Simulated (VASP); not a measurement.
Write the native input for VASP 6.6.1 that does the following.

| Item | Value |
| --- | --- |
| Task | relaxation of cell and atoms |
| Functional | PBE |
| Potentials or basis | VASP PAW PBE potentials, release 64 (V_sv) |
| Cutoff | 600 eV |
| k mesh | 22 × 22 × 22 |
| Occupations | gaussian, width 0.1 eV |
| Spin | no spin polarisation |
| Dipole correction | no |
| Further INCAR settings | ALGO = Normal; EDIFF = 1e-07; IBRION = 2; EDIFFG = -0.01; NSW = 100; ISIF = 3 |

The structure of V lies in POSCAR:

```
V
1.0
    2.4398711703      0.0000000000      0.0000000000
    0.0000000000      2.4398711703      0.0000000000
    0.0000000000      0.0000000000      2.4398711703
V
1
Direct
    0.0000000000      0.0000000000      0.0000000000
```

The cell was built by a generator and needn't be a form met in nature.

These files were run (other wordings do the same):

INCAR

```
ALGO     = Normal         # electronic algorithm
EDIFF    = 1E-7           # SCF threshold, eV
EDIFFG   = -0.01          # ionic threshold
ENCUT    = 600            # plane-wave cutoff, eV
GGA      = PE             # functional
IBRION   = 2              # ionic algorithm
ISIF     = 3              # what is computed and relaxed
ISMEAR   = 0              # smearing method
LASPH    = True           # aspherical terms in the spheres
LCHARG   = False          # write CHGCAR
LREAL    = False          # projectors in reciprocal space
LWAVE    = False          # write WAVECAR
NELM     = 80             # most SCF steps
NSW      = 100            # ionic steps
PREC     = Accurate       # precision mode
SIGMA    = 0.1            # smearing width, eV
```

KPOINTS

```
k-points
0
Gamma
  22 22 22
```

Potentials or basis: VASP PAW PBE potentials, release 64 (V_sv).

Command:

```sh
$ cat potpaw_PBE.64/V_sv/POTCAR > POTCAR
$ mpirun -np 1 vasp_std > vasp.out
```

Results of the run:

The relaxed volume is 14.69 Å³/atom, the relaxed cell is a = 2.449 Å, b = 2.449 Å, c = 2.449 Å, α = 90.00°, β = 90.00°, γ = 90.00° and the space group after relaxing (to 0.05 Å) is Pm-3m (No. 221). The energy gained by relaxing is 0.8 meV/atom, the ionic steps are 3 and the pressure after relaxing is 0.0 GPa. The band gap on the k mesh is none (metal or under the smearing width).

It took 46 s on 1 thread of AMD EPYC 9R45 96-Core Processor (Zen 5) (shared host), peak memory 0.15 GiB.
